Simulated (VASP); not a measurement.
A VASP 6.6.1 single-point calculation on GaN

INCAR

```
EDIFF = 1E-7
IBRION = -1
ENCUT = 520
ISMEAR = -1
LCHARG = .FALSE.
NSW = 0
GGA = PE
PREC = Accurate
NBANDS = 16
LASPH = .TRUE.
LWAVE = .FALSE.
SIGMA = 0.02
ISIF = 2
NELM = 120
LREAL = .FALSE.
```

KPOINTS

```
KPOINTS created by Atomic Simulation Environment
0
Monkhorst-Pack
10 10 10
0 0 0
```

POSCAR

```
Ga N
 1.0000000000000000
     0.0000000000000000    2.2489525411000000    2.1589944394999998
     2.2489525411000000    0.0000000000000000    2.1589944394999998
     2.2489525411000000    2.2489525411000000    0.0000000000000000
 Ga  N
   1   1
Cartesian
  0.0000000000000000  0.0000000000000000  0.0000000000000000
  1.1244762705499998  1.1244762705499998  1.0794972197499999
```

The recommended PBE PAW datasets give the neutral cell 18 valence electrons.

Command

```
mpirun -np 1 vasp_std
```

Problem. How does this run end, and what does it give?

Solution. It converged. Results: gap between bands v and c on the k mesh 2.25 eV; least direct gap on the k mesh 2.25 eV; pressure 14.9 GPa. Band v is the last that the valence electrons fill when counted band by band, and c is the next.

OSZICAR

```
N       E                     dE             d eps       ncg     rms          rms(c)
DAV:   1     0.785931978196E+02    0.78593E+02   -0.93606E+03 10016   0.204E+03
DAV:   2    -0.880585581274E+01   -0.87399E+02   -0.81590E+02 10080   0.322E+02
DAV:   3    -0.140919802932E+02   -0.52861E+01   -0.52669E+01 10280   0.682E+01
DAV:   4    -0.141487769068E+02   -0.56797E-01   -0.56791E-01 11024   0.747E+00
DAV:   5    -0.141495350119E+02   -0.75811E-03   -0.75810E-03 10632   0.775E-01    0.789E+00
DAV:   6    -0.120653724797E+02    0.20842E+01   -0.48415E+00 13336   0.413E+01    0.268E+00
DAV:   7    -0.120775145365E+02   -0.12142E-01   -0.34771E-01  9880   0.648E+00    0.179E+00
DAV:   8    -0.120737022860E+02    0.38123E-02   -0.50296E-02 10176   0.339E+00    0.721E-01
DAV:   9    -0.120698663464E+02    0.38359E-02   -0.14516E-02 13272   0.292E+00    0.177E-01
DAV:  10    -0.120701458967E+02   -0.27955E-03   -0.15603E-03 10600   0.583E-01    0.758E-02
DAV:  11    -0.120700551385E+02    0.90758E-04   -0.28304E-04 13152   0.247E-01    0.123E-02
DAV:  12    -0.120700603006E+02   -0.51621E-05   -0.27992E-05 10288   0.537E-02    0.118E-02
DAV:  13    -0.120700600771E+02    0.22345E-06   -0.82475E-07 10808   0.152E-02    0.354E-03
DAV:  14    -0.120700600092E+02    0.67936E-07   -0.50675E-08  7816   0.300E-03
   1 F= -.12070060E+02 E0= -.12070060E+02  d E =-.152861E-10
```

Standard output (part)

```
POSCAR found type information on POSCAR GaN
 POSCAR found :  2 types and       2 ions
 LDA part: xc-table for (Slater+PW92), standard interpolation
 POSCAR, INCAR and KPOINTS ok, starting setup
 WAVECAR not read
 entering main loop
```

The shifted mesh misses Γ, so a band edge there is missed.

For comparison, a separate PBE run of the intended cell, on usual settings and not on those above, gives a gap of 1.90 eV on its mesh and a pressure of 14.9 GPa.
